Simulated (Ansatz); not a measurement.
Bulk crystal (Ta) after relaxation:

Space group Im-3m (No. 229). a = 3.319 Å, b = 3.319 Å, c = 3.319 Å, α = 90.00°, β = 90.00°, γ = 90.00°
```csv
atom,site,symmetry,x,y,z
Ta,2a,m-3m,0.0000,0.0000,0.0000
```

Miller indices refer to the conventional cell of Im-3m (No. 229), a = 3.319 Å, b = 3.319 Å, c = 3.319 Å, α = 90.00°, β = 90.00°, γ = 90.00°.

The (100) slab of 7 planes, 10.0 Å thick with 15 Å of vacuum as cut; outer planes Ta (top) and Ta (bottom).

These are results of DFT PBE, scalar-relativistic, plane waves, PAW in Ansatz 0.2.0, not measurements. Plane waves to 420 eV, a k mesh through Γ of 10×10×1 on the computed 7-atom cell and Gaussian smearing (0.10 eV); no spin polarisation. The cell repeats along c with a dipole correction in the vacuum.

With the atoms at the bulk's places:

```
Surface energy (mean of both faces) : 2.74 J/m²
Work function                       : 4.02 eV
```

**Question.** What changes when all atoms relax within this surface cell and its symmetry?

**Answer.** The energy falls by 0.190 J/m² a face, and the largest move is 0.16 Å.

```
Surface energy (mean of both faces) : 2.55 J/m²
Work function                       : 3.79 eV
```

```
plane (bottom to top) atoms spacing to next, bulk (Å) relaxed (Å) change (%)
                    1     Ta                      1.659        1.461       -12.0
                    2     Ta                      1.659        1.664        +0.3
                    3     Ta                      1.659        1.692        +2.0
                    4     Ta                      1.659        1.692        +2.0
                    5     Ta                      1.659        1.664        +0.3
                    6     Ta                      1.659        1.461       -12.0
                    7     Ta
```

Spin-orbit coupling is left out, which matters for the bands of heavy elements.